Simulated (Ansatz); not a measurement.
VN: frozen-core PAW against all-electron methods

```xyz
2
Lattice="0.0000 2.0846 2.0640 2.0846 0.0000 2.0640 2.0846 2.0846 0.0000" Properties=species:S:1:pos:R:3 pbc="T T T"
V     0.0000    0.0000    0.0000
N     2.0846    2.0846    2.0640
```

Atom numbers follow the list: V1, N2.

The cell is COD entry 9008765, as deposited and not checked against the literature; nothing was relaxed. The listed cell was then made from it by scaling, straining or moving an atom.

All numbers are computed: DFT, PBE, PAW with Ansatz's default frozen-core files, scalar-relativistic (Ansatz 0.2.0); DFT, PBE, all-electron PAW with datasets made for the crystal, scalar-relativistic (Ansatz 0.2.0); DFT, PBE, all-electron LAPW, scalar-relativistic (Ansatz 0.2.0).

For PAW: a Γ-centred 14×14×14 k mesh, Fermi–Dirac smearing of 0.08 eV, cutoff 420 eV, spin-polarised from start moments V1 1.5 μB (the moments died away, and the run ended non-magnetic). The crystal-made all-electron datasets (AE datasets) take a cutoff of 420 eV at this cell. LAPW targets a basis error of 1 meV/atom. The Ansatz runs share mesh, smearing and spin set-up. Plane-wave (PAW) pressures include the program's estimate of the Pulay term.

Stress and pressure are positive in compression.

The change that made this cell: equal xx and yy strain of +1 %.

In a metal, gradients converge slowly with the k mesh: the values move by tens of per cent from one mesh to another, at times in sign, so only the comparison on one mesh counts.

```json
{"quantity": "pressure (GPa)", "PAW": "?", "AE datasets": "-8.13", "LAPW": "-8.13"}
{"quantity": "stress xx (GPa)", "PAW": "?", "AE datasets": "-9.43", "LAPW": "-9.43"}
{"quantity": "stress zz (GPa)", "PAW": "?", "AE datasets": "-5.54", "LAPW": "-5.54"}
{"quantity": "field gradient Vzz at V1 (10²¹ V/m²)", "PAW": "-0.76", "AE datasets": "-0.75", "LAPW": "–"}
```

Problem. Fill in "PAW" for the row "stress xx (GPa)".

Solution. -9.33.

Problem. Give the missing entry: row "stress zz (GPa)", column "PAW".

Solution. -5.44.

Problem. Fill in "PAW" for the row "pressure (GPa)".

Solution. -8.03.
